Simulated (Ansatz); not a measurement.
Input and command of a calculation in Ansatz (plane waves; scalar-relativistic PAW potentials unless the input names others):

```yaml
crystal:
  lattice:
    - [0.0, 4.5201727734, -4.5201727734]
    - [4.5201727734, 4.5201727734, 0.0]
    - [4.5201727734, 0.0, -4.5201727734]
  atoms:
    - { symbol: B, position: [0.0057281484, -0.0057281484, 0.5057281484] }
    - { symbol: B, position: [0.4942718516, -0.0057281484, 0.5057281484] }
    - { symbol: B, position: [0.4942718516, 0.5057281484, 0.5057281484] }
    - { symbol: B, position: [0.0057281484, -0.0057281484, 0.9942718516] }
    - { symbol: B, position: [0.0057281484, 0.5057281484, 0.9942718516] }
    - { symbol: B, position: [0.5, 0.0, 1.0] }
    - { symbol: B, position: [0.4942718516, 0.5057281484, 0.9942718516] }
    - { symbol: P, position: [0.1221018789, 0.1259660404, 0.1259660404] }
    - { symbol: P, position: [0.1168307422, 0.6168307422, 0.1495077733] }
    - { symbol: P, position: [0.6259660404, 0.1259660404, 0.1259660404] }
    - { symbol: P, position: [0.6259660404, 0.6221018789, 0.1259660404] }
    - { symbol: P, position: [0.1168307422, 0.1495077733, 0.6168307422] }
    - { symbol: P, position: [0.1168307422, 0.6168307422, 0.6168307422] }
    - { symbol: P, position: [0.6259660404, 0.1259660404, 0.6221018789] }
    - { symbol: P, position: [0.6495077733, 0.6168307422, 0.6168307422] }
total_charge: -3
basis:
  ecutwfc: 420
kpoints:
  mp_grid: { grid: [4, 4, 4] }
hamiltonian:
  xc: pbesol
  dispersion: d3bj
scf:
  occupations: { method: gaussian, width: 0.05 }
output:
  forces: true
  eigenvalues: true
  stress: true
```

```bash
ansatz run input.yaml --threads 4 --pin off --max-ram 9216MiB --backend cpu --events-out ev --progress --plain --runs-dir out
```

Abridged log:
```
Basis set: ecut = 420 eV, 3695 PW (Γ), exchange–correlation on 90×90×90 points (8 copies of the dense FFT grid, shifted against one another)
Bands: 47, of which v1, the nominal top of the filled ones, is band 32 counted from 1 (31 counted from 0)
Symmetry: 24 space group operations
k-points: 8 of 64 (time reversal used)
SCF iter   1: F=—  HF=-6968.666126 eV  |F-HF|=—  |Δ(HF+E_count)|=         —  Δρ=2.21e-2  dr2=2.92e0  ethr=1.77e-3  ⟨swp⟩=8.1  Hψ=2020  notcnv=0  defer=8
SCF iter   2: F=—  HF=-6968.095890 eV  |F-HF|=—  |Δ(HF+E_count)|=   5.70e-1  Δρ=1.32e-2  dr2=1.23e0  ethr=1.77e-3  ⟨swp⟩=2.2  Hψ=565  notcnv=0  defer=52
SCF iter   3: F=—  HF=-6967.700292 eV  |F-HF|=—  |Δ(HF+E_count)|=   3.96e-1  Δρ=3.57e-3  dr2=2.16e-2  ethr=1.77e-3  ⟨swp⟩=3.0  Hψ=577  notcnv=0  defer=52
SCF iter   4: F=—  HF=-6967.696708 eV  |F-HF|=—  |Δ(HF+E_count)|=   3.58e-3  Δρ=1.01e-3  dr2=2.59e-3  ethr=3.37e-5  ⟨swp⟩=2.5  Hψ=666  notcnv=0  defer=24
automatic band count: iteration 4 solves 42 bands in place of 47: the levels show a gap, and the empty bands left out lie too high to hold charge; the band table lists the bands solved (type scf.n_extra_bands for more)
SCF iter   5: F=—  HF=-6967.696461 eV  |F-HF|=—  |Δ(HF+E_count)|=   2.47e-4  Δρ=1.65e-4  dr2=9.01e-5  ethr=4.05e-6  ⟨swp⟩=2.8  Hψ=553  notcnv=0  defer=16
automatic band count: iteration 5 solves 41 bands in place of 42: the levels show a gap, and the empty bands left out lie too high to hold charge; the band table lists the bands solved (type scf.n_extra_bands for more)
SCF iter   6: F=—  HF=-6967.696512 eV  |F-HF|=—  |Δ(HF+E_count)|=   5.02e-5  Δρ=4.32e-5  dr2=5.34e-6  ethr=1.41e-7  ⟨swp⟩=2.0  Hψ=510  notcnv=0  defer=16
SCF iter   7: F=—  HF=-6967.696511 eV  |F-HF|=—  |Δ(HF+E_count)|=   2.77e-7  Δρ=1.03e-5  dr2=2.76e-7  ethr=8.35e-9  ⟨swp⟩=2.1  Hψ=534  notcnv=0  defer=16
SCF iter   8: F=-6967.696511 eV  HF=-6967.696511 eV  |F-HF|=2.26e-10  |Δ(HF+E_count)|=   2.54e-8  Δρ=2.12e-6  dr2=1.00e-8  ethr=1.56e-10  ⟨swp⟩=13.1  Hψ=1689  notcnv=0
SCF 1 converged in 8 iterations: F = -6967.696511 eV  dr2 = 1.00e-8
SCF converged after 8 iterations
Free energy (F): -6967.696511 eV
Harris-Foulkes:  -6967.696511 eV  (|F-HF|=2.26e-10)
Internal energy: -6967.689849 eV  (E = F + TS)
E sigma→0 (E₀):  -6967.693180 eV
Entropy (-TS):   -0.006663 eV (-0.444 meV/atom)
Fermi energy:    10.112614 eV
  E_disp       = -3.752038  (pairwise vdW)
--- Forces (eV/Å), atoms counted from 1 ---
  atom   1  B      0.00000000     0.00000000    -0.00128461
  atom   2  B      0.00000000    -0.00128461     0.00000000
  atom   3  B      0.00128461     0.00000000     0.00000000
  atom   4  B     -0.00128461     0.00000000     0.00000000
  atom   5  B      0.00000000     0.00128461     0.00000000
  atom   6  B      0.00000000     0.00000000     0.00000000
  atom   7  B      0.00000000     0.00000000     0.00128461
  atom   8  P      0.00313236    -0.00313236     0.00313236
  atom   9  P      0.00231598    -0.00231598    -0.00231598
  atom  10  P      0.00313236     0.00313236    -0.00313236
  atom  11  P     -0.00313236    -0.00313236    -0.00313236
  atom  12  P      0.00231598     0.00231598     0.00231598
  atom  13  P     -0.00231598    -0.00231598     0.00231598
  atom  14  P     -0.00313236     0.00313236     0.00313236
  atom  15  P     -0.00231598     0.00231598    -0.00231598
--- Stress (GPa, compression-positive) ---
      -12.876533       0.000000       0.000000
        0.000000     -12.876533       0.000000
        0.000000       0.000000     -12.876533
  P = ⅓ Tr σ = -12.8765 GPa (-128.765 kbar)
```

Apart from outputs, empty bands and the relaxation, which only the reference makes, the input differs from a reference run on usual settings in hamiltonian.dispersion: not typed → "d3bj". The reference, at the same geometry, ended its own course with pressure -9.59 GPa (with the neutralising background of the charged cell), largest force 0.006 eV/Å, no gap on the mesh. This run converged in 8 SCF iterations with an energy at zero smearing 250 meV/atom below the reference's (the Hamiltonian itself differs), pressure -12.88 GPa (with the neutralising background of the charged cell), largest force 0.005 eV/Å, no gap on the mesh.

Time: 1.5 s on 4 threads of Arm Neoverse V2, on a shared host, peak memory 0.47 GiB.